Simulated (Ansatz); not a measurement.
# PbO2 monolayer (2H): from the cell to its phonons

Task: relax PbO2 monolayer (2H), then find its harmonic phonons.

Program: Ansatz 0.2.0. Level of theory: DFT PBE, scalar-relativistic, plane waves, PAW. Results are calculated unless marked as measured.

### 1. Set-up

The cell holds 3 atoms: 1 Pb and 2 O. Cell: a = 3.470 Å, b = 3.470 Å, c = 20.000 Å, α = 90.0°, β = 90.0°, γ = 120.0°. Vacuum lies along c.

### 2. Rough relaxation

A rough relaxation comes first, because large forces or stress need no tight tolerances yet.

The program solves this slab on a cell height of its own, 28.7 Å, in place of the one typed.

The input, input.yaml:

```yaml
crystal:
  lattice:
    - [3.47, 0.0, 0.0]
    - [-1.735, 3.00511, 0.0]
    - [0.0, 0.0, 20.0]
  atoms:
    - { symbol: Pb, position: [0.333333, 0.666667, 0.5] }
    - { symbol: O, position: [0.666667, 0.333333, 0.56125] }
    - { symbol: O, position: [0.666667, 0.333333, 0.43875] }
  periodic: [true, true, false]
kpoints:
  mp_grid: { grid: [6, 6, 1] }
hamiltonian:
  xc: pbe
scf:
  occupations: { method: gaussian, width: 0.1 }
output:
  forces: true
  stress: true
  eigenvalues: true
relax:
  adjacent_minimum: "off"
  f_tol: 0.05
  max_steps: 80
  cell: { stress_2d_tol: 0.02 }
```

Started as:

```
> ansatz run input.yaml --threads 8 --pin off --max-ram 14336MiB --backend cpu --events-out ev --progress --plain --runs-dir out
```

Numbers of over 12 decimals in the logs are rounded to 6 here.

What it wrote:

```text
[...]
F+E_penalty+E_count = -13037.34328606 eV   max|allowed force component| = 3.372e-3 eV/Å   (the final SCF, on the basis selected at the relaxed cell)
  cell:  # Å, volume = 267.4774 Å³
    - [3.280479, 0, 0.0]
    - [-1.640240, 2.840978, 0.0]
    - [0.0, 0.0, 28.700000]
  atoms:
    - { symbol: Pb, position: [0.333333, 0.666667, 0.348432] }
    - { symbol: O, position: [0.666667, 0.333333, 0.393136] }
    - { symbol: O, position: [0.666667, 0.333333, 0.303728] }
[key lines of the parts left out:]
SCF converged after 6 iterations
Free energy (F): -13037.343286 eV
Fermi energy:    -8.228428 eV
P = ½ c Tr σ = 0.0072 N/m
```

Run time: 5.8 s. Hardware: 8 threads of Arm Neoverse V2, shared host; peak memory 0.59 GiB; 38 s of CPU time.

Relaxation path:

```csv
step,energy less that of the first step (eV),largest force component (eV/Å),volume (Å³)
1,0.0000,0.6014,299.28
2,-0.1475,1.3242,270.34
3,-0.2545,0.4481,274.60
4,-0.2823,0.0519,269.03
5,-0.2831,0.0021,268.20
6*,-0.2748,0.0036,268.20
7,-0.2754,0.0034,267.48
8*,-0.2750,0.0034,267.48
```

Relaxation steps marked * repeat the geometry before them on a plane-wave basis chosen anew for their cell, so energy and pressure can jump there.

The run keeps the 12 symmetry operations that it works with, so distortions that break them were not tested.

```csv
cell as run,before,after,change
a (Å),3.470,3.280,-5.5 %
b (Å),3.470,3.280,-5.5 %
```

The atoms that moved most (Å, along periodic axes as changes of fractional coordinates times the final cell, across vacuum about the mean position):

```csv
atom,dx,dy,dz,length
O2,0.000,0.000,0.058,0.058
O3,0.000,0.000,-0.058,0.058
```

Final coordinates:

```xyz
3
Lattice="3.2805 0.0000 0.0000 -1.6402 2.8410 0.0000 0.0000 0.0000 28.7000" Properties=species:S:1:pos:R:3
Pb    0.0000    1.8940   10.0000
O     1.6402    0.9470   11.2830
O     1.6402    0.9470    8.7170
```

This step gave:

```
gap on the k-mesh : 0 eV
area per atom     : 3.107 Å²
```

The relaxation ends with a largest force component of 0.0034 eV/Å.

### 3. Bringing the structure to rest

Harmonic phonons are second derivatives at a point where the forces vanish, and they are wanted at zero stress, so atoms and cell are relaxed first.

The input, input.yaml:

```yaml
crystal:
  lattice:
    - [3.2804792694, 0.0, 0.0]
    - [-1.6402396347, 2.8409783839, 0.0]
    - [0.0, 0.0, 28.7]
  atoms:
    - { symbol: Pb, position: [0.3333333333, 0.6666666667, 0.3484320557] }
    - { symbol: O, position: [0.6666666667, 0.3333333333, 0.3931364957] }
    - { symbol: O, position: [0.6666666667, 0.3333333333, 0.3037276158] }
  periodic: [true, true, false]
kpoints:
  mp_grid: { grid: [15, 15, 1] }
hamiltonian:
  xc: pbe
scf:
  occupations: { method: gaussian, width: 0.1 }
output:
  forces: true
  stress: true
  eigenvalues: true
  write_density: true
  write_potential: true
  elf: true
  volumetric_format: npy
relax:
  adjacent_minimum: "off"
  f_tol: 0.005
  max_steps: 80
  cell: { stress_2d_tol: 0.02 }
```

What it wrote:

```text
[...]
Crystal: 3 atoms, lattice volume = 267.477 Å³
Basis set: ecut = 420 eV, 5303 PW (Γ), exchange–correlation on 48×48×384 points (8 copies of the dense FFT grid, shifted against one another)
Bands: 17, of which v1, the nominal top of the filled ones, is band 13 counted from 1 (12 counted from 0)
Symmetry: 12 space group operations
[...]
k-points: 27 of 225 (time reversal used)
[...]
SCF iter   1: F=—  HF=-13037.346625 eV  |F-HF|=—  |Δ(HF+E_count)|=         —  Δρ=2.96e-3  dr2=1.48e-2  ethr=1.77e-3  ⟨swp⟩=12.3  Hψ=4447  notcnv=0
[...]
SCF iter   8: F=-13037.341761 eV  HF=-13037.341761 eV  |F-HF|=9.46e-11  |Δ(HF+E_count)|=   1.61e-8  Δρ=7.79e-8  dr2=1.24e-11  ethr=1.49e-12  ⟨swp⟩=10.4  Hψ=4024  notcnv=0
SCF 1 converged in 8 iterations: F = -13037.341761 eV  dr2 = 1.24e-11
[...]
relax step   1: F+E_penalty+E_count = -13037.34176079 eV  Δ(F+E_penalty+E_count) = +0.000e0 eV  max|allowed force component| = 8.932e-2 eV/Å  Δτ_max = 0.0000 Å  P = -0.235 N/m  Ω = 267.477 Å³  fix = [c, alpha, beta]  reactions: c -0.000 N/m  (8 SCF iters, dr2 threshold 1.00e-7 eV, accepted)
Crystal: 3 atoms, lattice volume = 265.039 Å³
Basis set: ecut = 420 eV, 5279 PW (Γ), exchange–correlation on 48×48×384 points (8 copies of the dense FFT grid, shifted against one another)
[...]
SCF iter   5: F=-13037.341139 eV  HF=-13037.341139 eV  |F-HF|=1.97e-7  |Δ(HF+E_count)|=   4.73e-7  Δρ=8.67e-6  dr2=1.13e-7  ethr=1.15e-9  ⟨swp⟩=18.3  Hψ=6208  notcnv=0
SCF 2 converged in 5 iterations: F = -13037.341139 eV  dr2 = 1.13e-7
relax step   2: F+E_penalty+E_count = -13037.34113893 eV  Δ(F+E_penalty+E_count) = +6.219e-4 eV  max|allowed force component| = 1.899e-1 eV/Å  Δτ_max = 0.0189 Å  P = +0.266 N/m  Ω = 265.039 Å³  energy of the carried Pulay correction = +1.347e-3 eV  fix = [c, alpha, beta]  (5 SCF iters, dr2 threshold 3.00e-7 eV, rejected (line search))
Crystal: 3 atoms, lattice volume = 266.519 Å³
[...]
SCF iter  10: F=-13037.343119 eV  HF=-13037.343119 eV  |F-HF|=7.28e-12  |Δ(HF+E_count)|=  9.09e-12  Δρ=4.53e-10  dr2=3.51e-16  ethr=1.00e-12  ⟨swp⟩=5.7  Hψ=2093  notcnv=0
SCF 3 converged in 10 iterations: F = -13037.343119 eV  dr2 = 3.51e-16
relax step   3: F+E_penalty+E_count = -13037.34311894 eV  Δ(F+E_penalty+E_count) = -1.358e-3 eV  max|allowed force component| = 4.083e-3 eV/Å  Δτ_max = 0.0064 Å  P = -0.034 N/m  Ω = 266.519 Å³  energy of the carried Pulay correction = +5.281e-4 eV  fix = [c, alpha, beta]  reactions: c -0.000 N/m  (10 SCF iters, accepted)
[...]
relax step   4: F+E_penalty+E_count = -13037.34316154 eV  Δ(F+E_penalty+E_count) = -4.260e-5 eV  max|allowed force component| = 5.497e-4 eV/Å  Δτ_max = 0.0002 Å  P = -0.011 N/m  Ω = 266.450 Å³  energy of the carried Pulay correction = +5.666e-4 eV  fix = [c, alpha, beta]  reactions: c -0.000 N/m  (5 SCF iters, dr2 threshold 1.79e-9 eV, accepted)
[...]
relax step   5: F+E_penalty+E_count = -13037.34258594 eV  Δ(F+E_penalty+E_count) = +5.756e-4 eV  max|allowed force component| = 6.880e-4 eV/Å  Δτ_max = 0.0000 Å  P = -0.022 N/m  Ω = 266.450 Å³  fix = [c, alpha, beta]  reactions: c -0.000 N/m  stress off target by 2.23e-2 N/m on what of the cell is left free  SCF on the basis re-selected at this cell (its energy is not comparable with the rows above)  (7 SCF iters)
[...]
relax step   6: F+E_penalty+E_count = -13037.34262813 eV  Δ(F+E_penalty+E_count) = -4.219e-5 eV  max|allowed force component| = 1.290e-5 eV/Å  Δτ_max = 0.0000 Å  P = -0.001 N/m  Ω = 266.377 Å³  energy of the carried Pulay correction = +4.034e-5 eV  fix = [c, alpha, beta]  reactions: c -0.000 N/m  (6 SCF iters, accepted)
[...]
SCF iter   6: F=-13037.342582 eV  HF=-13037.342582 eV  |F-HF|=5.46e-12  |Δ(HF+E_count)|=  3.09e-11  Δρ=9.09e-9  dr2=1.84e-13  ethr=1.00e-12  ⟨swp⟩=15.8  Hψ=3807  notcnv=0
SCF 7 converged in 6 iterations: F = -13037.342582 eV  dr2 = 1.84e-13
relax step   7: F+E_penalty+E_count = -13037.34258176 eV  Δ(F+E_penalty+E_count) = +4.638e-5 eV  max|allowed force component| = 2.190e-5 eV/Å  Δτ_max = 0.0000 Å  P = -0.002 N/m  Ω = 266.377 Å³  fix = [c, alpha, beta]  reactions: c -0.000 N/m  stress off target by 1.83e-3 N/m on what of the cell is left free  SCF on the basis re-selected at this cell (its energy is not comparable with the rows above)  (6 SCF iters)
[...]
WARN: The output density's exchange-correlation potential varies sharply where the density is thin. Do not read a vacuum level from v_tot or v_xc, or from such a field of the output density. On a cell that repeats whose density bears no net charge and no dipole along the vacuum's axis use v_es (v_loc + v_h of the components); under efield.dipole_correction with no amplitude use v_es + v_field, which holds any externa [...]
SCF converged after 6 iterations
Free energy (F): -13037.342582 eV
[...]
Internal energy: -13037.340674 eV  (E = F + TS)
E sigma→0 (E₀):  -13037.341628 eV
Entropy (-TS):   -0.001908 eV (-0.636 meV/atom)
Fermi energy:    -8.205316 eV
[...]
--- Forces (eV/Å), atoms counted from 1 ---
  atom   1  Pb     0.00000000     0.00000000    -0.00000000
  atom   2  O      0.00000000    -0.00000000    -0.00002190
  atom   3  O      0.00000000    -0.00000000     0.00002190
  max |Σ_I F_I| component: 6.48e-17 eV/Å
--- 2D stress c σ (N/m, compression-positive) ---
       -0.001826       0.000000       0.000000
        0.000000      -0.001826       0.000000
        0.000000       0.000000       0.000000
  P = ½ c Tr σ = -0.0018 N/m
--- Band table (eV; the first three rows and the last of 27) ---
  k-point 0: bands = [... 9 lower, -9.3950, -9.0320, -9.0320, -8.9191, -8.2916, -3.1413, -0.3763, -0.1092]
  k-point 1: bands = [... 9 lower, -9.4478, -9.1821, -9.0309, -8.8863, -8.0599, -2.9460, -0.3086, -0.0281]
  k-point 2: bands = [... 9 lower, -9.5963, -9.5422, -9.0281, -8.8199, -7.6160, -2.4280, -0.1874, 0.2142]
  k-point 26: bands = [... 9 lower, -11.0446, -10.8844, -9.5932, -8.3331, -5.7004, -3.4696, 0.3595, 1.1351]
--- Relaxed structure (5 steps of the walk, 4 accepted, 2 SCFs on fresh bases) ---
[...]
cell:  # Å, volume = 266.3771 Å³
    - [3.273725, 0.0, 0.0]
    - [-1.636862, 2.835129, 0.0]
    - [0.0, 0.0, 28.7]
  atoms:
    - { symbol: Pb, position: [0.333333, 0.666667, 0.348432] }
    - { symbol: O, position: [0.666667, 0.333333, 0.393355] }
    - { symbol: O, position: [0.666667, 0.333333, 0.303509] }
```

It took 15 s on 8 threads; peak memory 0.7 GiB; 1.8 min of CPU time.

The steps of the relaxation:

```csv
step,energy less that of the first step (eV),largest force component (eV/Å),volume (Å³)
1,0.0000,0.0893,267.48
2,0.0006,0.1899,265.04
3,-0.0014,0.0041,266.52
4,-0.0014,0.0006,266.45
5*,-0.0008,0.0007,266.45
6,-0.0009,0.0000,266.38
7*,-0.0008,0.0000,266.38
```

Relaxation steps marked * repeat the geometry before them on a plane-wave basis chosen anew for their cell, so energy and pressure can jump there. Relaxation step 2 was tried and not accepted.

Forces are held to the 12 operations that the run works with; a distortion that breaks them can't arise in this run.

```csv
cell as run,before,after,change
a (Å),3.280,3.274,-0.2 %
b (Å),3.280,3.274,-0.2 %
```

The relaxed structure:

```xyz
3
Lattice="3.2737 0.0000 0.0000 -1.6369 2.8351 0.0000 0.0000 0.0000 28.7000" Properties=species:S:1:pos:R:3
Pb    0.0000    1.8901   10.0000
O     1.6369    0.9450   11.2893
O     1.6369    0.9450    8.7107
```

This step gave:

| Quantity | Value |
| --- | --- |
| area per atom | 3.094 Å² |

ELF in the ac plane at fractional y = 0.333, with atoms of O within 0.2 Å of it. It is the smooth field of the valence electrons, not physical close to the nuclei.

Ten even steps from '_' (0.00) to '@' (0.80), each cell a mean:
```
__________________________________
__________________________________
__________________________________
__________________________________
__________________________________
__________________________________
__________________________________
__________________________________
__________________________________
__________________________________
__________________________________
__________________________________
__________________________________
..__________::--++**######****==--
--........::==##@@@@@@##%%@@@@@@**
::--======--::::::----====----::::
--::......::==##@@@@%%####@@@@%%**
..__________::==**##%%%%%%####++--
__________________________________
__________________________________
__________________________________
__________________________________
__________________________________
__________________________________
```
Columns run along a (3.3 Å), rows up along c (28.7 Å). Atoms in or near the plane, at fractional coordinates: O at (0.67, 0.39), O at (0.67, 0.30).

Electrostatic potential energy in the ac plane at fractional y = 0.333, with atoms of O within 0.2 Å of it. With pseudopotentials it is smooth inside the atoms' cores, unlike the true potential.

Ten even steps from '_' (-26 eV) to '@' (0 eV), each cell a mean:
```
@@@@@@@@@@@@@@@@@@@@@@@@@@@@@@@@@@
@@@@@@@@@@@@@@@@@@@@@@@@@@@@@@@@@@
@@@@@@@@@@@@@@@@@@@@@@@@@@@@@@@@@@
@@@@@@@@@@@@@@@@@@@@@@@@@@@@@@@@@@
@@@@@@@@@@@@@@@@@@@@@@@@@@@@@@@@@@
@@@@@@@@@@@@@@@@@@@@@@@@@@@@@@@@@@
@@@@@@@@@@@@@@@@@@@@@@@@@@@@@@@@@@
@@@@@@@@@@@@@@@@@@@@@@@@@@@@@@@@@@
@@@@@@@@@@@@@@@@@@@@@@@@@@@@@@@@@@
@@@@@@@@@@@@@@@@@@@@@@@@@@@@@@@@@@
@@@@@@@@@@@@@@@@@@@@@@@@@@@@@@@@@@
@@@@@@@@@@@@@@@@@@@@@@@@@@@@@@@@@@
@@@@@@@@@@@@@@@@@@@@@@@@@@@@@@@@@@
@@@@@@@@@@@@@@@@@@@@@@%%%%@@@@@@@@
################==__________..++%%
--..______::==++**############**++
################--..________..++##
@@@@@@@@@@@@@@@@@@%%######%%@@@@@@
@@@@@@@@@@@@@@@@@@@@@@@@@@@@@@@@@@
@@@@@@@@@@@@@@@@@@@@@@@@@@@@@@@@@@
@@@@@@@@@@@@@@@@@@@@@@@@@@@@@@@@@@
@@@@@@@@@@@@@@@@@@@@@@@@@@@@@@@@@@
@@@@@@@@@@@@@@@@@@@@@@@@@@@@@@@@@@
@@@@@@@@@@@@@@@@@@@@@@@@@@@@@@@@@@
```
Columns run along a (3.3 Å; values clipped at the 3rd and 97th percentile), rows up along c (28.7 Å). Atoms in or near the plane, at fractional coordinates: O at (0.67, 0.39), O at (0.67, 0.30).

Valence density in the ac plane at fractional y = 0.333, with atoms of O within 0.2 Å of it. It is the smooth field of the valence electrons, not physical close to the nuclei.

Values in e/Å³, 24 rows by 14 columns, each cell a mean:
```
0.0 0.0 0.0 0.0 0.0 0.0 0.0 0.0 0.0 0.0 0.0 0.0 0.0 0.0
0.0 0.0 0.0 0.0 0.0 0.0 0.0 0.0 0.0 0.0 0.0 0.0 0.0 0.0
0.0 0.0 0.0 0.0 0.0 0.0 0.0 0.0 0.0 0.0 0.0 0.0 0.0 0.0
0.0 0.0 0.0 0.0 0.0 0.0 0.0 0.0 0.0 0.0 0.0 0.0 0.0 0.0
0.0 0.0 0.0 0.0 0.0 0.0 0.0 0.0 0.0 0.0 0.0 0.0 0.0 0.0
0.0 0.0 0.0 0.0 0.0 0.0 0.0 0.0 0.0 0.0 0.0 0.0 0.0 0.0
0.0 0.0 0.0 0.0 0.0 0.0 0.0 0.0 0.0 0.0 0.0 0.0 0.0 0.0
0.0 0.0 0.0 0.0 0.0 0.0 0.0 0.0 0.0 0.0 0.0 0.0 0.0 0.0
0.0 0.0 0.0 0.0 0.0 0.0 0.0 0.0 0.0 0.0 0.0 0.0 0.0 0.0
0.0 0.0 0.0 0.0 0.0 0.0 0.0 0.0 0.0 0.0 0.0 0.0 0.0 0.0
0.0 0.0 0.0 0.0 0.0 0.0 0.0 0.0 0.0 0.0 0.0 0.0 0.0 0.0
0.0 0.0 0.0 0.0 0.0 0.0 0.0 0.0 0.0 0.0 0.0 0.0 0.0 0.0
0.0 0.0 0.0 0.0 0.0 0.0 0.0 0.0 0.0 0.0 0.0 0.0 0.0 0.0
0.0 0.0 0.0 0.0 0.0 0.0 0.1 0.2 0.2 0.3 0.3 0.2 0.1 0.1
0.2 0.1 0.1 0.1 0.2 0.3 0.7 1.8 3.7 5.2 4.6 2.8 1.2 0.5
0.4 0.5 0.6 0.6 0.5 0.4 0.3 0.3 0.4 0.5 0.4 0.4 0.3 0.3
0.2 0.2 0.2 0.2 0.2 0.3 0.7 1.8 3.6 5.0 4.4 2.7 1.2 0.5
0.0 0.0 0.0 0.0 0.0 0.1 0.1 0.3 0.5 0.6 0.6 0.4 0.2 0.1
0.0 0.0 0.0 0.0 0.0 0.0 0.0 0.0 0.0 0.0 0.0 0.0 0.0 0.0
0.0 0.0 0.0 0.0 0.0 0.0 0.0 0.0 0.0 0.0 0.0 0.0 0.0 0.0
0.0 0.0 0.0 0.0 0.0 0.0 0.0 0.0 0.0 0.0 0.0 0.0 0.0 0.0
0.0 0.0 0.0 0.0 0.0 0.0 0.0 0.0 0.0 0.0 0.0 0.0 0.0 0.0
0.0 0.0 0.0 0.0 0.0 0.0 0.0 0.0 0.0 0.0 0.0 0.0 0.0 0.0
0.0 0.0 0.0 0.0 0.0 0.0 0.0 0.0 0.0 0.0 0.0 0.0 0.0 0.0
```
Columns run along a (3.3 Å), rows up along c (28.7 Å). Atoms in or near the plane, at fractional coordinates: O at (0.67, 0.39), O at (0.67, 0.30).

(Part 1 of 3 ends here.)

[Logs are printed without paths, hosts, clocks, repeated set-up lines and the standing remarks that a program may print on its own settings, such as how far it seeks lower states.]

[Hosts, paths, dates, database ids (printed as entryN), source tags and the programs' standing remarks are cut or masked in the printed files.]
